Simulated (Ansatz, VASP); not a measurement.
# InP in VASP and in Ansatz

```
In P
1.0
     0.00000    2.90594    2.95379
     2.90594    0.00000    2.95379
     2.90594    2.90594    0.00000
In P
1 1
Direct
  0.00000 0.00000 0.00000
  0.25000 0.25000 0.25000
```

Change from the starting cell: biaxial_xy strain -1.6%.

Alike in both runs: task single point; functional PBE; k mesh 8 × 8 × 8; occupations fermi-dirac, width 0.02 eV; no spin polarisation.

|  | VASP | Ansatz |
| --- | --- | --- |
| version | VASP 6.6.1 | Ansatz 0.2.0 |
| potentials or method | VASP PAW PBE potentials, release 64 (In_d, P) | plane waves, PAW |
| plane-wave cutoff (eV) | 520 | 420 |
| valence electrons in the cell | 18 | 18 |

Ansatz gave:

- gap on the k mesh at the Fermi level (eV): 0.74
- pressure (GPa): 4.0
- largest component of the traceless stress (GPa): 0.44

Q: Estimate VASP's values.

A: gap on the k mesh at the Fermi level (eV): 0.73; pressure (GPa): 4.0; largest component of the traceless stress (GPa): 0.45.

The functional is the same, so the differences come from potentials, cutoffs and numerics.

Caveats: spin-orbit coupling is left out, which moves the levels of the heavy elements.
